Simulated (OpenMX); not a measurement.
The system is SnTe.

```
CELL_PARAMETERS angstrom
3.90470 0.00000 0.00000
0.00000 3.90470 0.00000
0.00000 0.00000 3.90470
ATOMIC_POSITIONS crystal
Te 0.50000 0.50000 0.50000
Sn 0.00000 0.00000 0.00000
```

Measurements of this composition are mostly on another form, of space group No. 225.

* Program: OpenMX 3.8.5
* Task: single point
* Functional: PBE
* Potentials or basis: OpenMX 2013 PBE set, Te7.0-s3p2d2f1, Sn7.0-s3p2d2, grid cutoff 500 Ry
* k mesh: 7 × 7 × 7
* Occupations: fermi-dirac, width 0.05 eV
* Spin: no spin polarisation

On this cell: pressure -0.4 GPa; largest force zero by symmetry; band gap on the k mesh none (metal or under the smearing width).

The same run follows on a disturbed copy (atoms moved at random, drawn with an rms of 0.05 Å):

```
Te Sn
1.0
     3.90470    0.00000    0.00000
     0.00000    3.90470    0.00000
     0.00000    0.00000    3.90470
Te Sn
1 1
Direct
  0.48711 0.50165 0.49645
  0.01226 0.00751 0.00919
```

What does the disturbed cell give?

The energy (extrapolated to zero smearing) moves by -0.2 meV/atom; pressure -0.2 GPa; largest force 0.014 eV/Å; band gap on the k mesh none (metal or under the smearing width).

Forces in eV/Å, atoms in the order of the input:
```
Te   0.011  0.007  0.004
Sn   0.013  0.001 -0.003
```

The forces don't sum to zero, so they hold noise of the program's grid.

Caveats: the basis of atomic orbitals isn't converged, which shifts pressures, moduli and gaps.
